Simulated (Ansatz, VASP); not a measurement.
# Ta in VASP and in Ansatz

```
Ta
1.0
    -1.65886    1.65886    1.65886
     1.65886   -1.65886    1.65886
     1.65886    1.65886   -1.65886
Ta
1
Direct
  0.00000 0.00000 0.00000
```

Alike in both runs: functional PBE; k mesh 15 × 15 × 15; no spin polarisation.

Ansatz relaxed the structure, and its values are those at the end. VASP's run is a single point on that final structure, the one shown.

```csv
,VASP,Ansatz
version,VASP 6.6.1,Ansatz 0.2.0
potentials or method,"VASP PAW PBE potentials, release 64 (Ta_pv)","plane waves, PAW"
plane-wave cutoff (eV),520,420
occupations,"methfessel-paxton of order 1, width 0.1 eV","cold, width 0.1 eV"
valence electrons in the cell,11,13
```

```csv
,VASP,Ansatz,Ansatz less VASP
pressure (GPa),0.0,0.0,-0.05
```

The two sets of potentials don't hold the same shells in valence.

The runs have no spin-orbit coupling, so splittings on Ta are missing.
